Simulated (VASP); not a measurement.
# Ni (P6_3/mmc) in VASP: a series of runs, part 2 of 2

VASP 6.6.1. Earlier steps stand in the parts before.

## 3. Relaxation of cell and atoms, RPBE, collinear spin, ferromagnetic start

INCAR reads:

```
PREC = Accurate
ENCUT = 600
EDIFF = 1E-7
ISMEAR = 0
SIGMA = 0.1
LREAL = False
LASPH = True
NELM = 100
ALGO = Normal
ISIF = 3
LWAVE = False
LCHARG = False
ISPIN = 2
MAGMOM = 1 1
LORBIT = 11
LMAXMIX = 4
GGA = RP
IBRION = 2
NSW = 90
EDIFFG = -0.005
```

KPOINTS reads:

```
Automatic mesh
0
Gamma
  21 21 10
```

POSCAR reads:

```
Ni
1.0
    2.4887455600      0.0000000000      0.0000000000
   -1.2443727800      2.1553168800      0.0000000000
    0.0000000000      0.0000000000      4.0641215000
Ni
2
Direct
    0.3333333300      0.6666666700      0.2500000000
    0.6666666700      0.3333333300      0.7500000000
```

Potentials or basis: VASP PAW PBE potentials, release 64 (Ni).

Launch:

```bash
$ cat potpaw_PBE.64/Ni/POTCAR > POTCAR
$ mpirun -np 1 vasp_std > vasp.out
```

OUTCAR:

```text
PREC = Accurate
   ENCUT = 600
   EDIFF = 1E-7
   ISMEAR = 0
   LREAL = False
   LASPH = True
   NELM = 100
   ISIF = 3
   ISPIN = 2
   LORBIT = 11
   GGA = RP
   IBRION = 2
   NSW = 90
   EDIFFG = -0.005

 ion  position               nearest neighbor table
   1  0.333  0.667  0.250-   2 2.49   2 2.49   2 2.49   2 2.49   2 2.49   2 2.49
   2  0.667  0.333  0.750-   1 2.49   1 2.49   1 2.49   1 2.49   1 2.49   1 2.49

  LATTYP: Found a hexagonal cell.
 ALAT       =     2.4887455600
 C/A-ratio  =     1.6330000002

  Lattice vectors:

 A1 = (   2.4887455600,   0.0000000000,   0.0000000000)
 A2 = (  -1.2443727800,   2.1553168800,   0.0000000000)
 A3 = (   0.0000000000,   0.0000000000,   4.0641215000)

Analysis of symmetry for initial positions (statically):
=====================================================================
 Subroutine PRICEL returns:
 Original cell was already a primitive cell.

 Routine SETGRP: Setting up the symmetry group for a
 hexagonal supercell.

 Subroutine GETGRP returns: Found 24 space group operations
 (whereof 12 operations were pure point group operations)
 out of a pool of 24 trial point group operations.

The static configuration has the point symmetry D_3d.
 The point group associated with its full space group is D_6h.

Analysis of symmetry for dynamics (positions and initial velocities):
=====================================================================
 Subroutine PRICEL returns:
 Original cell was already a primitive cell.

 Routine SETGRP: Setting up the symmetry group for a
 hexagonal supercell.

 Subroutine GETGRP returns: Found 24 space group operations
 (whereof 12 operations were pure point group operations)
 out of a pool of 24 trial point group operations.

The dynamic configuration has the point symmetry D_3d.
 The point group associated with its full space group is D_6h.

Analysis of structural, dynamic, and magnetic symmetry:
=====================================================================
 Subroutine PRICEL returns:
 Original cell was already a primitive cell.

 Routine SETGRP: Setting up the symmetry group for a
 hexagonal supercell.

 Subroutine GETGRP returns: Found 24 space group operations
[... 161 lines left out ...]
  --------------------------------------------------------------------------------------
  -------------------------------------------------------------------------------------
  Total        0.7664648      0.7664648      0.9343132      0.0000000      0.0000000      0.0000000
  in kB       56.3306126     56.3306127     68.6664731      0.0000000      0.0000000      0.0000000
  external PRESSURE =      60.4425661 kB  Pullay stress =       0.0000000 kB
[... 239 lines left out ...]
--------------------------------------- Ionic step        8  -------------------------------------------

 number of electron      20.0000013 magnetization       1.3087358

 Free energy of the ion-electron system (eV)
  ---------------------------------------------------
  ext. energy  EPLUGINS =         0.00000000
  ---------------------------------------------------
  free energy    TOTEN  =        -9.86318803 eV

  energy without entropy =       -9.83972607  energy(sigma->0) =       -9.85145705

 E-fermi :   9.0899     XC(G=0): -12.9321

 val. band max:        9.0895885749   @ k =   0.2857   0.1429   0.1000
 cond. band min:       9.0913101976   @ k =   0.1429   0.0000   0.2000
 fundamental gap:      0.0017216227
 Fermi energy:         9.0898781168

 spin component 1

 k-point     1 :       0.0000    0.0000    0.0000
  band No.  band energies     occupation
      1       0.2973      1.00000
      2       4.4106      1.00000
      3       6.6940      1.00000
      4       6.7931      1.00000
      5       6.7931      1.00000
      6       7.0420      1.00000
      7       7.0420      1.00000
      8       7.4407      1.00000
      9       7.4407      1.00000
     10       8.3232      1.00000
     11       8.3232      1.00000
     12       8.7785      0.99999
     13      14.4310      0.00000
     14      31.3715      0.00000
[... 403 lines left out ...]
      4       6.0877      1.00000
      5       6.7596      1.00000
      6       6.9167      1.00000
      7       7.2840      1.00000
      8       7.3295      1.00000
      9       7.6299      1.00000
     10       7.8637      1.00000
     11       8.4113      1.00000
     12      13.0533      0.00000
     13      15.0605      0.00000
     14      21.7838      0.00000
     15      24.3248      0.00000

 [... further k-points ...]

 spin component 2

 k-point     1 :       0.0000    0.0000    0.0000
  band No.  band energies     occupation
      1       0.2347      1.00000
      2       4.8293      1.00000
      3       7.4478      1.00000
      4       7.5103      1.00000
      5       7.5103      1.00000
      6       7.7791      1.00000
      7       7.7791      1.00000
      8       8.1514      1.00000
      9       8.1514      1.00000
     10       8.6853      1.00000
     11       9.0779      0.56749
     12       9.0779      0.56749
     13      14.8471      0.00000
     14      31.1903      0.00000
[... 444 lines left out ...]
  FREE ENERGIE OF THE ION-ELECTRON SYSTEM (eV)
  ---------------------------------------------------
  free  energy   TOTEN  =        -9.8631880337 eV

  energy  without entropy=       -9.8397260675  energy(sigma->0) =       -9.85145705

 reached required accuracy - stopping structural energy minimisation

 total charge

# of ion       s       p       d       tot
------------------------------------------
    1        0.481   0.467   8.297   9.245
    2        0.481   0.467   8.297   9.245
--------------------------------------------------
tot          0.962   0.934  16.594  18.491

 magnetization (x)

# of ion       s       p       d       tot
------------------------------------------
    1       -0.005  -0.026   0.702   0.670
    2       -0.005  -0.026   0.702   0.670
--------------------------------------------------
tot         -0.011  -0.052   1.404   1.341
```

OSZICAR:

```text
N       E                     dE             d eps       ncg     rms          rms(c)
DAV:   1     0.956962653859E+02    0.95696E+02   -0.10830E+04 17512   0.217E+03
DAV:   2    -0.910292935209E+01   -0.10480E+03   -0.99774E+02 17329   0.291E+02
[... 82 lines left out ...]
DAV:   3    -0.986319338171E+01    0.61070E-04   -0.19645E-04 17504   0.296E-01    0.170E-02
DAV:   4    -0.986319005643E+01    0.33253E-05   -0.10705E-06 20694   0.118E-02    0.885E-03
DAV:   5    -0.986318856593E+01    0.14905E-05   -0.31453E-07 21423   0.755E-03    0.220E-03
DAV:   6    -0.986318821510E+01    0.35083E-06   -0.63270E-08 10375   0.293E-03    0.762E-04
DAV:   7    -0.986318808657E+01    0.12853E-06   -0.16888E-08  8724   0.211E-03    0.294E-04
DAV:   8    -0.986318803372E+01    0.52850E-07   -0.19943E-09  8696   0.578E-04
   8 F= -.98631880E+01 E0= -.98514571E+01  d E =-.395459E-05  mag=     1.3087
```

CONTCAR:

```text
Ni
   1.00000000000000
     2.5107938024156899   -0.0000000000000000   -0.0000000000000000
    -1.2553969012078450    2.1744112180801749    0.0000000000000000
    -0.0000000000000000    0.0000000000000000    4.1225528433958987
  Ni
     2
Direct
     0.3333333300000021    0.6666666699999979    0.2500000000000000
     0.6666666699999979    0.3333333300000021    0.7500000000000000

  0.00000000E+00  0.00000000E+00  0.00000000E+00
  0.00000000E+00  0.00000000E+00  0.00000000E+00
```

Run time: 9 min. Hardware: 1 thread of Intel Xeon Platinum 8488C (Sapphire Rapids), shared host; peak memory 0.29 GiB.

What came out:

```yaml
Free_energy: -9.8632 eV
Relaxed_volume: 11.25 Å³/atom
Relaxed_cell: a = 2.511 Å, b = 2.511 Å, c = 4.123 Å, α = 90.00°, β = 90.00°, γ = 120.00°
Space_group_after_relaxing_to_0.05_Å: P6_3/mmc (No. 194)
Energy_gained_by_relaxing: 6.6 meV/atom
Ionic_steps: 8
Pressure_after_relaxing: 0.0 GPa
Band_gap_on_the_k_mesh: none (metal or under the smearing width)
Net_moment: 1.31 μB per cell
Site_moments: Ni +0.67 μB
Valence_electrons_inside_the_program's_atomic_spheres: Ni 9.24
```

Step by step:
```tsv
step	energy change (eV)	largest force (eV/Å)	pressure (GPa)	volume (Å³)
1	0.0000	0.0000	6.04	21.80
2	-0.0045	0.0000	-4.39	23.12
3	-0.0131	0.0000	-0.03	22.51
4	-0.0131	0.0000	0.09	22.50
5	-0.0132	0.0000	0.10	22.50
6	-0.0132	0.0000	0.11	22.49
7	-0.0132	0.0000	-0.10	22.52
8	-0.0132	0.0000	0.02	22.51
```

Final structure:
```
Ni
1.0
     2.51079    0.00000    0.00000
    -1.25540    2.17441    0.00000
     0.00000    0.00000    4.12255
Ni
2
Direct
  0.33333 0.66667 0.25000
  0.66667 0.33333 0.75000
```

Caveat: the PAW data sets were made with another functional, which shifts forces and pressure a little.

## 4. Relaxation of cell and atoms, PBEsol

Edit INCAR of step 3 so:

```diff
@@ -12,7 +12,3 @@
 LCHARG = False
-ISPIN = 2
-MAGMOM = 1 1
-LORBIT = 11
-LMAXMIX = 4
-GGA = RP
+GGA = PS
 IBRION = 2
```

KPOINTS is that of step 3.

POSCAR is that of step 3.

Potentials or basis: VASP PAW PBE potentials, release 64 (Ni).

Launch:

```bash
$ cat potpaw_PBE.64/Ni/POTCAR > POTCAR
$ mpirun -np 1 vasp_std > vasp.out
```

OUTCAR:

```text
PREC = Accurate
   ENCUT = 600
   EDIFF = 1E-7
   ISMEAR = 0
   LREAL = False
   LASPH = True
   NELM = 100
   ISIF = 3
   GGA = PS
   IBRION = 2
   NSW = 90
   EDIFFG = -0.005

 ion  position               nearest neighbor table
   1  0.333  0.667  0.250-   2 2.49   2 2.49   2 2.49   2 2.49   2 2.49   2 2.49
   2  0.667  0.333  0.750-   1 2.49   1 2.49   1 2.49   1 2.49   1 2.49   1 2.49

  LATTYP: Found a hexagonal cell.
 ALAT       =     2.4887455600
 C/A-ratio  =     1.6330000002

  Lattice vectors:

 A1 = (   2.4887455600,   0.0000000000,   0.0000000000)
 A2 = (  -1.2443727800,   2.1553168800,   0.0000000000)
 A3 = (   0.0000000000,   0.0000000000,   4.0641215000)

Analysis of symmetry for initial positions (statically):
=====================================================================
 Subroutine PRICEL returns:
 Original cell was already a primitive cell.
[... 232 lines left out ...]
     11      10.3911      1.96679
     12      10.3911      1.96679
     13      17.2211      0.00000
     14      34.1667      0.00000
[... 642 lines left out ...]
--------------------------------------- Ionic step        9  -------------------------------------------

 number of electron      19.9999993 magnetization

 Free energy of the ion-electron system (eV)
  ---------------------------------------------------
  ext. energy  EPLUGINS =         0.00000000
  ---------------------------------------------------
  free energy    TOTEN  =       -12.13125242 eV

  energy without entropy =      -12.08866282  energy(sigma->0) =      -12.10995762

 E-fermi :   9.7345     XC(G=0): -13.7280

 val. band max:        9.7344368624   @ k =   0.2857   0.2857   0.2000
 cond. band min:       9.7352880101   @ k =   0.4286   0.0952   0.0000
 fundamental gap:      0.0008511477
 Fermi energy:         9.7344781551

 k-point     1 :       0.0000    0.0000    0.0000
  band No.  band energies     occupation
      1       0.4877      2.00000
      2       4.9848      2.00000
      3       7.6917      2.00000
      4       7.7983      2.00000
      5       7.7983      2.00000
      6       8.0903      2.00000
      7       8.0903      2.00000
      8       8.5831      2.00000
      9       8.5831      2.00000
     10       9.3422      2.00000
     11       9.5976      1.94714
     12       9.5976      1.94714
     13      15.9693      0.00000
     14      32.9752      0.00000
[... 420 lines left out ...]
  FREE ENERGIE OF THE ION-ELECTRON SYSTEM (eV)
  ---------------------------------------------------
  free  energy   TOTEN  =       -12.1312524235 eV

  energy  without entropy=      -12.0886628244  energy(sigma->0) =      -12.10995762

 reached required accuracy - stopping structural energy minimisation
```

OSZICAR:

```text
N       E                     dE             d eps       ncg     rms          rms(c)
DAV:   1     0.954308955817E+02    0.95431E+02   -0.10793E+04  8208   0.230E+03
DAV:   2    -0.119479653970E+02   -0.10738E+03   -0.10290E+03  8088   0.307E+02
DAV:   3    -0.145121885455E+02   -0.25642E+01   -0.24765E+01  9096   0.685E+01
[... 77 lines left out ...]
DAV:   3    -0.121312640814E+02    0.14860E-03   -0.54668E-04  8130   0.502E-01    0.253E-02
DAV:   4    -0.121312528128E+02    0.11269E-04   -0.45647E-06 11834   0.294E-02    0.364E-03
DAV:   5    -0.121312526736E+02    0.13911E-06   -0.29419E-07  8330   0.643E-03    0.177E-03
DAV:   6    -0.121312524471E+02    0.22656E-06   -0.32519E-08  4548   0.259E-03    0.208E-04
DAV:   7    -0.121312524235E+02    0.23551E-07   -0.45564E-09  4092   0.999E-04
   9 F= -.12131252E+02 E0= -.12109958E+02  d E =-.742677E-05
```

CONTCAR:

```text
Ni
   1.00000000000000
     2.4376655354646806   -0.0000000000000000    0.0000000000000000
    -1.2188327677323403    2.1110802810353442    0.0000000000000000
    -0.0000000000000000   -0.0000000000000000    4.0247825818567939
  Ni
     2
Direct
     0.3333333300000021    0.6666666699999979    0.2500000000000000
     0.6666666699999979    0.3333333300000021    0.7500000000000000

  0.00000000E+00  0.00000000E+00  0.00000000E+00
  0.00000000E+00  0.00000000E+00  0.00000000E+00
```

It took 3.9 min on 1 thread of Intel Xeon Platinum 8488C (Sapphire Rapids), shared host; peak memory 0.23 GiB.

Results:

```yaml
Free_energy: -12.1313 eV
Relaxed_volume: 10.36 Å³/atom
Relaxed_cell: a = 2.438 Å, b = 2.438 Å, c = 4.025 Å, α = 90.00°, β = 90.00°, γ = 120.00°
Space_group_after_relaxing_to_0.05_Å: P6_3/mmc (No. 194)
Energy_gained_by_relaxing: 19.0 meV/atom
Ionic_steps: 9
Pressure_after_relaxing: 0.0 GPa
Band_gap_on_the_k_mesh: none (metal or under the smearing width)
```

The path:
```tsv
step	energy change (eV)	largest force (eV/Å)	pressure (GPa)	volume (Å³)
1	0.0000	0.0000	-10.31	21.80
2	0.0045	0.0000	13.58	19.66
3	-0.0375	0.0000	-0.03	20.72
4	-0.0375	0.0000	0.22	20.69
5	-0.0380	0.0000	0.19	20.70
6	-0.0381	0.0000	0.15	20.70
7	-0.0381	0.0000	0.20	20.70
8	-0.0380	0.0000	-0.25	20.74
9	-0.0381	0.0000	0.01	20.71
```

Final structure:
```
CELL_PARAMETERS angstrom
2.43767 0.00000 0.00000
-1.21883 2.11108 0.00000
0.00000 0.00000 4.02478
ATOMIC_POSITIONS crystal
Ni 0.33333 0.66667 0.25000
Ni 0.66667 0.33333 0.75000
```

Caveat: the PAW data sets were made with another functional, which shifts forces and pressure a little; the run has no spin polarisation, though such a crystal can be magnetic.

## 5. Overview

| level | spin | cutoff (eV) | gap on the mesh (eV) | pressure (GPa) | moment (μB) | relaxed volume (Å³/atom) |
| --- | --- | --- | --- | --- | --- | --- |
| PBEsol | collinear, ferromagnetic start | 580 | none | 0.0 | 1.24 | 10.40 |
| RPBE | collinear, ferromagnetic start | 600 | none | 0.0 | 1.31 | 11.25 |
| PBEsol | off | 600 | none | 0.0 | - | 10.36 |

Alike in all rows: task relaxation of cell and atoms; potentials or basis VASP PAW PBE potentials, release 64 (Ni); cell relaxed; k mesh 21 × 21 × 10; smearing gaussian 0.1 eV.

Caveats: the PAW data sets were made with another functional, which shifts forces and pressure a little.

Total energies depend on the potentials used, so only differences within one code and one set of settings carry meaning.
